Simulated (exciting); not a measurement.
**AgBr under changes of volume**

One of the cells (23.644 Å³/atom); the others are scaled copies at fixed shape and fractional positions:

```
Ag Br
1.0
     0.00000    2.87015    2.87015
     2.87015    0.00000    2.87015
     2.87015    2.87015    0.00000
Ag Br
1 1
Direct
  0.00000 0.00000 0.00000
  0.50000 0.50000 0.50000
```

* Program: exciting (release sodium)
* Functional: PBE
* Potentials or basis: all-electron LAPW+lo, shipped species files, valence relativity iora*
* rgkmax: 7.5
* k mesh: 8 × 8 × 8
* Occupations: fermi-dirac, width 0.05 eV
* Spin: no spin polarisation

| volume (Å³/atom) | energy over the lowest point (meV/atom) | gap on the mesh (eV) |
| --- | --- | --- |
| 22.225 | 44.03 | 0.67 |
| 22.698 | 28.50 | 0.67 |
| 23.171 | 17.20 | 0.67 |
| 23.644 | ? | ? |
| 24.116 | 3.36 | 0.67 |
| 24.589 | 1.02 | 0.68 |
| 25.062 | 0.00 | 0.69 |

Problem. What does the run at 23.644 Å³/atom give?

Solution. Energy over the lowest point 8.33 meV/atom; gap on the mesh 0.67 eV.

Worked out: A Birch-Murnaghan fit of order 3 (a polynomial in V^(-2/3)) to the other rows has its minimum at 25.00 Å³/atom with B0 = V·E''(V) = 33 GPa (rough, since the energies scatter). It gives 8.88 meV/atom at 23.644 Å³/atom, against the run's 8.33. A parabola through the other rows of the gap, of slope 0.152 eV per unit of ln V there, gives 0.67 eV, against the run's 0.67.

Energies are extrapolated to zero smearing.

Caveats: rgkmax is low for these elements, so energy differences scatter by about 1 meV per atom.

A mesh can miss the band edges. Spin-orbit coupling on Ag, Br is left out.
